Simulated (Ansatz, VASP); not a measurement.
# Si in VASP and in Ansatz

```
CELL_PARAMETERS angstrom
0.00000 2.72185 2.72185
2.72185 0.00000 2.72185
2.72185 2.72185 0.00000
ATOMIC_POSITIONS crystal
Si 0.00000 0.00000 0.00000
Si 0.25000 0.25000 0.25000
```

Alike in both runs: task single point; functional PBE; k mesh 6 × 6 × 6; occupations gaussian, width 0.1 eV; no spin polarisation.

|  | VASP | Ansatz |
| --- | --- | --- |
| version | VASP 6.6.1 | Ansatz 0.2.0 |
| potentials or method | VASP PAW PBE potentials, release 64 (Si) | scalar-relativistic, plane waves, PAW |
| plane-wave cutoff (eV) | 520 | 420 |
| valence electrons in the cell | 8 | 8 |

Ansatz gave:

- gap on the k mesh at the Fermi level (eV): 0.72
- least direct gap on the mesh (eV): 2.55
- pressure (GPa): 1.4

Problem. Estimate VASP's values.

Solution. gap on the k mesh at the Fermi level (eV): 0.72; least direct gap on the mesh (eV): 2.56; pressure (GPa): 1.3.

A k mesh can miss the band edges. PBE gaps usually lie below the measured ones, often by a third to a half.
